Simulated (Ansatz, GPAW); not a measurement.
Cu3N: GLLB-SC, run from Python

These are simulated results from GPAW 26.7.0, not measurements. The cell began as a measured structure and was relaxed with r2SCAN in plane waves (Ansatz 0.2.0). All runs are without spin polarisation.

The symmetry is Pm-3m (No. 221, cubic); a = 3.789 Å in the conventional setting, 13.60 Å³ an atom. Cu is surrounded by 2 N at 1.89 Å; N is surrounded by 6 Cu at 1.89 Å.

GLLB-SC is a model potential. Its fundamental gap is the Kohn-Sham gap plus a derivative discontinuity, which the script evaluates at the band edges among the listed k points. Its total energy isn't variational and serves nothing here.

The script, run.py:

```python
import json
from ase import Atoms
from gpaw import GPAW, PW, FermiDirac

atoms = Atoms(['Cu', 'Cu', 'Cu', 'N'],
              cell=[[3.78937, -0.0, 0.0], [-0.0, 3.78937, 0.0], [0.0, 0.0, 3.78937]],
              scaled_positions=[[0.5, -0.0, -0.0], [-0.0, 0.5, -0.0], [-0.0, 0.0, 0.5], [0.0, -0.0, 0.0]],
              pbc=True)
calc = GPAW(mode=PW(400), xc='GLLBSC', kpts={'size': (4, 4, 4), 'gamma': True},
            occupations=FermiDirac(0.02), maxiter=100, legacy_gpaw=True, txt='gpaw.txt')
atoms.calc = calc
res = {'energy': atoms.get_potential_energy(force_consistent=True)}
res['electrons'] = calc.get_number_of_electrons()
res['k'] = calc.get_ibz_k_points().tolist()
res['levels'] = [calc.get_eigenvalues(kpt=i).tolist() for i in range(len(res['k']))]
points = [[0.0, 0.0, 0.0], [0.0, 0.5, 0.0], [0.5, 0.5, 0.0], [0.5, 0.5, 0.5], [0.0, 0.5, 0.5], [0.5, 0.5, 0.3]]
bands = calc.fixed_density(kpts=points, symmetry='off', nbands=round(res['electrons']) // 2 + 6, convergence={'bands': -2}, txt='bands.txt')
res['points'] = [bands.get_eigenvalues(kpt=i).tolist() for i in range(len(points))]
homo, lumo = bands.get_homo_lumo()
potential = calc.hamiltonian.xc.response.calculate_discontinuity_potential(homo, lumo)
res['discontinuity'] = bands.hamiltonian.xc.response.calculate_discontinuity(potential)
json.dump(res, open('results.json', 'w'))
print('free energy (eV):', round(res['energy'], 5))
```

Command: `python run.py`. It took 11 s on 1 thread of Arm Neoverse V2, on a shared host, peak memory 0.15 GiB.

The log gpaw.txt, trimmed of paths, versions and times, then the last line on the terminal. An iter line gives the energy in eV and the logarithms of the changes of orbitals (plane waves alone) and density (c: converged):

```
___ ___ ___ _ _ _
 |   |   |_  | | | |

 | | | | | . | | | |

 |__ |  _|___|_____|  26.7.0
 |___|_|

Input parameters:
  kpts: {gamma: True,
         size: (4, 4, 4)}
  maxiter: 100
  mode: {ecut: 400.0,
         name: pw}
  occupations: {fixmagmom: False,
                name: fermi-dirac,
                width: 0.02}
  xc: GLLBSC

System changes: positions, numbers, cell, pbc, initial_charges, initial_magmoms

Initialize ...

species:
  Cu:
    name:    Copper
    Z:       29.0
    valence: 11
    core:    18
    charge:  0.0  # [|e|]
    compensation charges:
      type: gauss
      rc: 0.33  # [Å]
      lmax: 2
    cutoffs:
      filter: 2.06  # [Å]
      core: 2.38  # [Å]
    projectors
    | kind |    occ | energy [eV] | rcut [Å] |

    |------|--------|-------------|----------|

    |   4s |  1.000 |      -7.104 |    1.164 |

    |   4p |  0.000 |      -2.358 |    1.164 |

    |   3d | 10.000 |      -8.481 |    1.058 |

    |    s |        |      20.107 |    1.164 |

    |    p |        |      24.854 |    1.164 |

    |    d |        |      18.730 |    1.058 |

    Using partial waves for Cu as LCAO basis

  N:
    name:    Nitrogen
    Z:       7.0
    valence: 5
    core:    2
    charge:  0.0  # [|e|]
    compensation charges:
      type: gauss
      rc: 0.18  # [Å]
      lmax: 2
    cutoffs:
      filter: 1.11  # [Å]
      core: 0.96  # [Å]
    projectors
    | kind |    occ | energy [eV] | rcut [Å] |

    |------|--------|-------------|----------|

    |   2s |  2.000 |     -22.351 |    0.603 |

    |   2p |  3.000 |     -10.227 |    0.529 |

    |    s |        |       4.860 |    0.603 |

    |    p |        |      16.985 |    0.529 |

    |    d |        |       0.000 |    0.577 |

    Using partial waves for N as LCAO basis

Reference energy: -136427.311841  # eV

Spin-paired calculation

Convergence criteria:
 Maximum [total energy] change in last 3 cyles: 0.0005 eV / valence electron
 Maximum integral of absolute [dens]ity change: 0.0001 electrons / valence electron
 Maximum integral of absolute [eigenst]ate change: 4e-08 eV^2 / valence electron
 Maximum number of scf [iter]ations: 100
 (Square brackets indicate name in SCF output, whereas a 'c' in
 the SCF output indicates the quantity has converged.)

Symmetries present (total): 48

  ( 1  0  0)  ( 1  0  0)  ( 1  0  0)  ( 1  0  0)  ( 1  0  0)  ( 1  0  0)
  ( 0  1  0)  ( 0  1  0)  ( 0  0  1)  ( 0  0  1)  ( 0  0 -1)  ( 0  0 -1)
  ( 0  0  1)  ( 0  0 -1)  ( 0  1  0)  ( 0 -1  0)  ( 0  1  0)  ( 0 -1  0)

  ( 1  0  0)  ( 1  0  0)  ( 0  1  0)  ( 0  1  0)  ( 0  1  0)  ( 0  1  0)
  ( 0 -1  0)  ( 0 -1  0)  ( 1  0  0)  ( 1  0  0)  ( 0  0  1)  ( 0  0  1)
  ( 0  0  1)  ( 0  0 -1)  ( 0  0  1)  ( 0  0 -1)  ( 1  0  0)  (-1  0  0)

  ( 0  1  0)  ( 0  1  0)  ( 0  1  0)  ( 0  1  0)  ( 0  0  1)  ( 0  0  1)
  ( 0  0 -1)  ( 0  0 -1)  (-1  0  0)  (-1  0  0)  ( 1  0  0)  ( 1  0  0)
  ( 1  0  0)  (-1  0  0)  ( 0  0  1)  ( 0  0 -1)  ( 0  1  0)  ( 0 -1  0)

  ( 0  0  1)  ( 0  0  1)  ( 0  0  1)  ( 0  0  1)  ( 0  0  1)  ( 0  0  1)
  ( 0  1  0)  ( 0  1  0)  ( 0 -1  0)  ( 0 -1  0)  (-1  0  0)  (-1  0  0)
  ( 1  0  0)  (-1  0  0)  ( 1  0  0)  (-1  0  0)  ( 0  1  0)  ( 0 -1  0)
[... 11 lines left out ...]
  ( 1  0  0)  (-1  0  0)  ( 0  0  1)  ( 0  0 -1)  ( 0  0  1)  ( 0  0 -1)

  (-1  0  0)  (-1  0  0)  (-1  0  0)  (-1  0  0)  (-1  0  0)  (-1  0  0)
  ( 0  0  1)  ( 0  0  1)  ( 0  0 -1)  ( 0  0 -1)  ( 0 -1  0)  ( 0 -1  0)
  ( 0  1  0)  ( 0 -1  0)  ( 0  1  0)  ( 0 -1  0)  ( 0  0  1)  ( 0  0 -1)

64 k-points: 4 x 4 x 4 Monkhorst-Pack grid + [1/8,1/8,1/8]
10 k-points in the irreducible part of the Brillouin zone
       k-points in crystal coordinates                weights
   0:     0.00000000    0.00000000    0.00000000          1/64
   1:     0.25000000    0.00000000    0.00000000          6/64
   2:     0.25000000    0.25000000    0.00000000         12/64
   3:     0.25000000    0.25000000    0.25000000          8/64
   4:     0.50000000    0.00000000    0.00000000          3/64
   5:     0.50000000    0.25000000    0.00000000         12/64
   6:     0.50000000    0.25000000    0.25000000         12/64
   7:     0.50000000    0.50000000    0.00000000          3/64
   8:     0.50000000    0.50000000    0.25000000          6/64
   9:     0.50000000    0.50000000    0.50000000          1/64

Wave functions: Plane wave expansion
  Cutoff energy: 400.000 eV
  Number of coefficients (min, max): 968, 1021
  Pulay-stress correction: 0.000000 eV/Ang^3 (de/decut=0.000000)
  Using FFTW library
  ScaLapack parameters: grid=1x1, blocksize=None
  Wavefunction extrapolation:
    Improved wavefunction reuse through dual PAW basis

Occupation numbers: Fermi-Dirac:
  width: 0.0200  # eV

Eigensolver
   Davidson(niter=2)

Densities:
  Coarse grid: 18*18*18 grid
  Fine grid: 36*36*36 grid
  Total Charge: 0.000000

Density mixing:
  Method: separate
  Backend: msr1
  Linear mixing parameter: 0.05
  old densities: 10
  Width of damping distribution: 1.1
  Damping of long wavelength oscillations: 20

Hamiltonian:
  XC and Coulomb potentials evaluated on a 36*36*36 grid
  Using the GLLBSC Exchange-Correlation functional
  External potential:
    NoExternalPotential

XC parameters: GLLBSC functional being used consists of
  -----------------------------------------------------------------------
  | Weight | Module     | Description                                   |

  -----------------------------------------------------------------------
  |  1.000 | SCREENING  | GGA_X_PBE_SOL with 2 nearest neighbor stencil |

  |  1.000 | RESPONSE   | eps=0.0500 eV                                 |

  |  1.000 | XC         | GGA_C_PBE_SOL with 2 nearest neighbor stencil |

  -----------------------------------------------------------------------

Memory estimate:
  Process memory now: 111.48 MiB
  Calculator: 11.12 MiB
    Density: 3.36 MiB
      Arrays: 1.16 MiB
      Localized functions: 1.31 MiB
      Mixer: 0.89 MiB
    Hamiltonian: 0.79 MiB
      Arrays: 0.76 MiB
      XC: 0.00 MiB
      Poisson: 0.00 MiB
      vbar: 0.03 MiB
    Wavefunctions: 6.98 MiB
      Arrays psit_nG: 4.21 MiB
      Eigensolver: 0.61 MiB
      Projections: 0.28 MiB
      Projectors: 1.51 MiB
      PW-descriptor: 0.38 MiB

Total number of cores used: 1

Number of atoms: 4
Number of atomic orbitals: 31
Number of bands in calculation: 27
Number of valence electrons: 38
Bands to converge: occupied

... initialized

Initializing position-dependent things.

Density initialized from atomic densities
Creating initial wave functions:
  27 bands from LCAO basis set

   .--------.
  /|        |

 * |        |

 | |        |

 | |        |

 Cu.--------.
 |Cu       /
 N---Cu---*
Positions:
   0 Cu     1.894685    0.000000    0.000000    ( 0.0000,  0.0000,  0.0000)
   1 Cu     0.000000    1.894685    0.000000    ( 0.0000,  0.0000,  0.0000)
   2 Cu     0.000000    0.000000    1.894685    ( 0.0000,  0.0000,  0.0000)
   3 N      0.000000    0.000000    0.000000    ( 0.0000,  0.0000,  0.0000)

Unit cell:
           periodic     x           y           z      points  spacing
  1. axis:    yes    3.789370   -0.000000    0.000000    18     0.2105
  2. axis:    yes   -0.000000    3.789370    0.000000    18     0.2105
  3. axis:    yes    0.000000    0.000000    3.789370    18     0.2105

  Lengths:   3.789370   3.789370   3.789370
  Angles:   90.000000  90.000000  90.000000

Effective grid spacing dv^(1/3) = 0.2105

iter:   1   -19.976763
iter:   2   -17.027581   -1.00  -1.24
iter:   3   -17.027331   -2.80  -1.58
iter:   4   -16.758862   -1.86  -1.65
iter:   5   -16.789441   -3.24  -1.95
iter:   6   -16.742358   -3.22  -2.04
iter:   7   -16.690260   -2.98  -2.07
iter:   8   -16.703047   -4.32  -2.53
iter:   9   -16.700491c  -3.54  -2.49
iter:  10   -16.695832c  -4.68  -3.10
iter:  11   -16.695043c  -5.89  -3.25
iter:  12   -16.696354c  -6.18  -3.39
iter:  13   -16.698966c  -5.06  -3.35
iter:  14   -16.699084c  -6.24  -3.63
iter:  15   -16.699189c  -7.27  -4.12c
iter:  16   -16.699289c  -7.67c -4.57c

Converged after 16 iterations.

Energy contributions relative to reference atoms: (reference = -136427.311841)

Kinetic:        +10.191640
Potential:      -12.947088
External:        +0.000000
XC:             -14.958543
Entropy (-ST):   -0.000000
Local:           +1.014702
SIC:             +0.000000
--------------------------
Free energy:    -16.699289
Extrapolated:   -16.699289

GLLBSC response reference energy: 3.32104 eV (from HOMO)

Showing only first 2 kpts
 Kpt  Band  Eigenvalues  Occupancy
  0    17      1.09350    2.00000
  0    18      1.10166    2.00000
  0    19      4.41483    0.00000
  0    20      9.16832    0.00000

  1    17      1.47599    2.00000
  1    18      1.47599    2.00000
  1    19      5.04929    0.00000
  1    20      7.84733    0.00000

Fermi level: 3.78970

Gap: 0.920 eV
Transition (v -> c):
  (s=0, k=9, n=18, [0.50, 0.50, 0.50]) -> (s=0, k=7, n=19, [0.50, 0.50, 0.00])
Direct/indirect transitions are different
Direct gap: 1.497 eV
Transition at: (s=0, k=8, n=18, [0.50, 0.50, 0.25])

free energy (eV): -16.69929
```

The gap in the log is over the mesh alone; results.json adds the listed points. GLLB-SC gives a gap of 1.37 eV (0.920 eV Kohn-Sham over the listed points plus 0.448 eV discontinuity). On the same cell, plane-wave PBE (Ansatz, 6×6×6 k points and the special points) gives a gap of 0.12 eV and r2SCAN a gap of 0.23 eV; on shared hosts these took about 2.6 and 6.4 core-seconds on the 4-atom cell, against 11 for the script. Semilocal gaps usually lie below measured ones.
